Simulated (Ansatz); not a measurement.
# C: the cost of one run

All numbers below are computed with Ansatz 0.2.0 (DFT PBE, plane waves, PAW, scalar-relativistic, collinear spin).

**1. The system as given**

The cell holds 19 atoms (C19): a = 7.398 Å, b = 7.398 Å, c = 11.000 Å, α = 90.00°, β = 90.00°, γ = 120.00°.

The coordinates stand in the first input below.

**2. Preparing the start**

input.yaml

```yaml
accuracy: low
crystal:
  lattice:
    - [7.398, 0.0, 0.0]
    - [-3.699, 6.406856, 0.0]
    - [0.0, 0.0, 11.0]
  atoms:
    - { symbol: C, position: [0.0, 0.0, 0.0909091] }
    - { symbol: C, position: [0.2222222, 0.1111111, 0.0909091] }
    - { symbol: C, position: [0.0, 0.3333333, 0.0909091] }
    - { symbol: C, position: [0.2222222, 0.4444444, 0.0909091] }
    - { symbol: C, position: [0.0, 0.6666667, 0.0909091] }
    - { symbol: C, position: [0.2222222, 0.7777778, 0.0909091] }
    - { symbol: C, position: [0.3333333, 0.0, 0.0909091] }
    - { symbol: C, position: [0.5555556, 0.1111111, 0.0909091] }
    - { symbol: C, position: [0.3333333, 0.3333333, 0.0909091] }
    - { symbol: C, position: [0.5555556, 0.4444444, 0.0909091] }
    - { symbol: C, position: [0.3333333, 0.6666667, 0.0909091] }
    - { symbol: C, position: [0.5555556, 0.7777778, 0.0909091] }
    - { symbol: C, position: [0.6666667, 0.0, 0.0909091] }
    - { symbol: C, position: [0.8888889, 0.1111111, 0.0909091] }
    - { symbol: C, position: [0.6666667, 0.3333333, 0.0909091] }
    - { symbol: C, position: [0.8888889, 0.4444444, 0.0909091] }
    - { symbol: C, position: [0.6666667, 0.6666667, 0.0909091] }
    - { symbol: C, position: [0.8888889, 0.7777778, 0.0909091] }
    - { symbol: C, position: [0.5144691, 0.3969219, 0.2290909], spin: 1.0 }
magnetization:
  spin_polarized: true
basis:
  ecutwfc: 420.0
kpoints:
  mp_grid: { grid: [2, 2, 1] }
hamiltonian:
  xc: pbe
  pseudopotentials: { kind: paw, azcp: { folder: soft_1 } }
scf:
  occupations: { method: fermi_dirac, width: 0.05 }
  lower_state_search: "off"
relax:
  f_tol: 0.08
  max_steps: 25
  adjacent_minimum: "off"
```

Started as:

```
$ ansatz run input.yaml --threads 1 --pin off --max-ram 3072MiB --backend cpu --events-out ev --progress --plain --runs-dir out
```

What time and memory should one allow on 1 thread of Arm Neoverse V2, shared host?

About 3.8 min, with a peak of 0.78 GiB.
